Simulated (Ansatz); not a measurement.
# TaC, space group Fm-3m: a test of the smearing width

With Ansatz 0.2.0, Python API.

The cells in order, each with its output:

In [1]:
```python
import warnings

import ansatz as az
import pandas as pd
```

In [2]:
```python
warnings.simplefilter("ignore", az.DeckWarning)
```

In [3]:
```python
xtal = (
    az.Lattice.fcc(4.446)
    .space_group(225)
    .atom("Ta", (0.0, 0.0, 0.0))
    .atom("C", (0.5, 0.0, 0.0))
    .primitive()
)
```

In [4]:
```python
model = (
    xtal.calculation()
    .functional(az.Functional.PBE)
    .kpoints(12)
    .forces()
    .stress()
)

rows = []
for value in [0.5, 0.3, 0.2, 0.1]:
    rep = model.occupations("methfessel_paxton", width=value).run(threads=1).report
    rows.append((value, rep["free_energy_ev"] / len(rep["lattice"]["sites"]), rep["n_iterations"], sum(rep["stress_gpa"][i][i] for i in range(3)) / 3, max(abs(f) for row in rep["forces_ev_ang"] for f in row), rep["n_kpoints"]))
```

In [5]:
```python
table = pd.DataFrame(rows, columns=["width (eV)", "F/atom (eV)", "iterations", "P (GPa)", "max component (eV/A)", "k-points"])
table.round(5)
```
Out [5]:
```text
   width (eV)  F/atom (eV)  iterations  P (GPa)  max component (eV/A)  k-points
0         0.5  -5092.18894           5  6.71343                   0.0        72
1         0.3  -5092.18794           5  6.78192                   0.0        72
2         0.2  -5092.18707           5  6.78517                   0.0        72
3         0.1  -5092.18647           5  6.77635                   0.0        72
```

In [6]:
```python
# differences from the last row
for row in rows[:-1]:
    shift = 1000 * (row[1] - rows[-1][1])
    print(f"{row[0]}: {shift:+.2f} meV/atom" + ("  (within 5 meV)" if abs(shift) < 5 else ""))
```
```text
0.5: -2.47 meV/atom  (within 5 meV)
0.3: -1.47 meV/atom  (within 5 meV)
0.2: -0.60 meV/atom  (within 5 meV)
```

Going from 0.1 to 0.5 eV changes F by -2.5 meV an atom. This scheme is built to cancel the term in the square of the width, so the shifts stay small and are partly the mesh's error. The pressure moves from 6.78 to 6.71 GPa.

Notes:
- For a metal this k-point mesh is coarse: on a finer one energies can move by several to tens of meV an atom and pressures by half a GPa or more, differences at one mesh by less.
- Forces vanish by symmetry here and test nothing.
- Of the deposited cell: the entry's cell lengths or inner coordinates differ somewhat from later room-temperature determinations.
- The narrowest width needs the finest mesh, so the last row is no converged reference.
- Pressure is positive in compression.
- Spin-orbit coupling, which matters for elements this heavy, is left out.
- At these settings the cell as given stands under about 7 GPa, so it isn't at this functional's equilibrium volume.
- The starting cell is as deposited in a crystallographic database; the results hold for this polymorph, which needn't be the stable one.
- Finished in 5.1 s on 1 thread of Arm Neoverse V2, on a shared host, peak memory 0.41 GiB.
